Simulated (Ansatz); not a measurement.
Fields on a plane of RuO2 (rutile)

```
CELL_PARAMETERS angstrom
      4.46614     0.00000     0.00000
      0.00000     4.46614     0.00000
      0.00000     0.00000     3.09186
ATOMIC_POSITIONS crystal
  Ru 0.00000 0.00000 0.00000
  Ru 0.50000 0.50000 0.50000
  O  0.30608 0.30608 0.00000
  O  0.80608 0.19392 0.50000
  O  0.19392 0.80608 0.50000
  O  0.69392 0.69392 0.00000
```

The slice is a (010) plane (indices of the conventional cell) through the point (0.500, 0.500, 0.500) (fractional), spanned by u = [001] and v = [100] in vectors of this cell: u (3.09 Å) and v (4.47 Å, at 90° to u). It covers one period; positions are fractions (u, v).

Atoms on it: Ru at (0.00, 0.00). Other atoms lie within 1 Å of the plane.

These are PBEsol (plane waves to 420 eV, PAW, scalar-relativistic; Ansatz, a first-principles code) values and carry that method's errors. k mesh 11×11×15. Near the nuclei the fields are pseudised (PAW); where an atom keeps semicore shells as valence, they peak there. RuO2 is run without spin polarisation and with no Hubbard U. RuO2 was relaxed with its symmetry unable to fall.

```
|99986433346899|
|99875444445789|
|87654444444567|
|65544444444455|
|44333344433334|
|22222333332222|
|21111222221111|
|11000111110001|
|00000000000000|
|00000000000000|
|00000000000000|
|11000111110001|
|21111222221111|
|22222333332222|
|44333344433334|
|65544444444455|
|87654444444567|
|99875444445789|
|99986433346899|
|99986433346899|
```
Scale: ten equal steps from -1.45 (start of '0') to 1.00 (end of '9'), in the order '0123456789'. Values: log₁₀ of the valence density in e/Å³. The map has 14 points along u (one character each, u = 0 at the left) and 20 along v (v = 0 in the bottom row). The scale is logarithmic, as a density can span decades between atoms and voids.

```tsv
v \ u	0.00	0.14	0.29	0.43	0.57	0.71	0.86
0.90	0.68	0.62	0.23	0.26	0.26	0.23	0.62
0.80	0.41	0.22	0.22	0.57	0.57	0.22	0.22
0.70	0.15	0.11	0.16	0.46	0.46	0.16	0.11
0.60	0.06	0.04	0.03	0.09	0.09	0.03	0.04
0.50	0.02	0.01	0.01	0.02	0.02	0.01	0.01
0.40	0.06	0.04	0.03	0.09	0.09	0.03	0.04
0.30	0.15	0.11	0.16	0.46	0.46	0.16	0.11
0.20	0.41	0.22	0.22	0.57	0.57	0.22	0.22
0.10	0.68	0.62	0.23	0.26	0.26	0.23	0.62
0.00	x	0.70	0.42	0.09	0.09	0.42	0.70
```

Values: electron localisation function (ELF). Points within 0.4 Å of a nucleus are blanked (x), as the pseudised field means little there.
